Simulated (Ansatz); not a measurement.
# Hf2O3: the cost of one run

Method: DFT PBE, scalar-relativistic, plane waves, PAW, unless a step names another level, in Ansatz 0.2.0.

9 further runs of the same task are left out: 1 that didn't finish, 8 set aside as unsound or not needed.

**1. The formula and the candidates**

Pauling electronegativities: Hf 1.30, O 3.44 (spread 2.14). No set of common oxidation states balances it. Tabulated atomic sizes suggest about 13 Å³/atom. 26 candidates were drawn, by swapping species into database cells of other compounds, at random by space group and Wyckoff sites, or by hand, as the table says; time allowed 22 of them to run, and these are listed.

```csv
name,made from,space group no.,Wyckoff sites,atoms (primitive cell),V (Å³/atom)
c01,"built by hand: oxygen-vacancy-ordered fluorite, tetragonal Hf2O3",115,"Hf 2g; O 1c, 1d, 1b",5,12.7
c03,built by hand: A-type La2O3,164,"Hf 2d; O 2d, 1a",5,12.7
c04,random,123,"Hf 2h; O 1c, 1a, 1b",5,15.8
c05,"built by hand: cubic vacancy-ordered fluorite, Pn-3m",224,Hf 4c; O 6d,10,12.7
c06,database cell of Li3In2,166,"Hf 6c; O 3a, 6c",5,15.0
c07,database cell of Cr2O3,167,Hf 12c; O 18e,10,12.3
c08,random,221,"Hf 1a, 1b; O 3c",5,15.1
c10,database cell of Al3Ru2,139,"Hf 4e; O 2a, 4e",5,12.2
c11,random,58,"Hf 2d, 2a; O 2b, 4g",10,15.6
c13,random,215,"Hf 4e; O 3d, 3c",10,14.3
c14,database cell of Ni3Se2,155,Hf 6c; O 9e,5,11.7
c15,built by hand: corundum (Ti2O3),167,Hf 12c; O 18e,10,12.7
c16,random,59,"Hf 4d; O 4f, 2a",10,15.3
c17,random,199,Hf 8a; O 12b,10,13.8
c18,random,160,"Hf 3a, 3a; O 9b",5,14.5
c19,random,156,"Hf 1b, 1c, 1b, 1c; O 6e",10,13.6
c20,random,69,"Hf 8f; O 8d, 4a",5,15.3
c21,database cell of Zr3Cd2,47,"Hf 1h, 1d; O 1c, 1b, 1a",5,17.7
c22,database cell of Tl2F3,221,"Hf 1b, 1a; O 3d",5,13.3
c23,random,14,"Hf 2d, 2b; O 4e, 2c",10,12.8
c24,database cell of Ce2O3,150,Hf 2d; O 3e,5,11.9
c26,random,166,"Hf 6c; O 6c, 3b",5,16.0
```

**2. Screening run of c05**

File input.yaml:

```yaml
crystal:
  lattice:
    - [5.03, 0.0, 0.0]
    - [0.0, 5.03, 0.0]
    - [0.0, 0.0, 5.03]
  atoms:
    - { symbol: Hf, position: [0.25, 0.25, 0.75] }
    - { symbol: Hf, position: [0.25, 0.75, 0.25] }
    - { symbol: Hf, position: [0.75, 0.25, 0.25] }
    - { symbol: Hf, position: [0.75, 0.75, 0.75] }
    - { symbol: O, position: [0.5, 0.0, 0.0] }
    - { symbol: O, position: [0.5, 0.5, 0.0] }
    - { symbol: O, position: [0.0, 0.5, 0.5] }
    - { symbol: O, position: [0.0, 0.5, 0.0] }
    - { symbol: O, position: [0.0, 0.0, 0.5] }
    - { symbol: O, position: [0.5, 0.0, 0.5] }
basis:
  ecutwfc: 420
kpoints:
  mp_grid: { grid: [3, 3, 3] }
hamiltonian:
  xc: pbe
scf:
  occupations: { method: gaussian, width: 0.2 }
  lower_state_search: "off"
output:
  forces: true
  stress: true
  eigenvalues: true
relax:
  adjacent_minimum: "off"
  f_tol: 0.08
  max_steps: 16
  cell: { stress_tol: 0.8 }
```

On the command line:

```sh
> ansatz run input.yaml --threads 1 --pin off --max-ram 2560MiB --backend cpu --events-out ev --progress --plain --runs-dir out
```

What time and memory should one allow on 1 thread of Intel Xeon 6975P-C (Granite Rapids), shared host?

About 6.6 s, with a peak of 0.45 GiB.
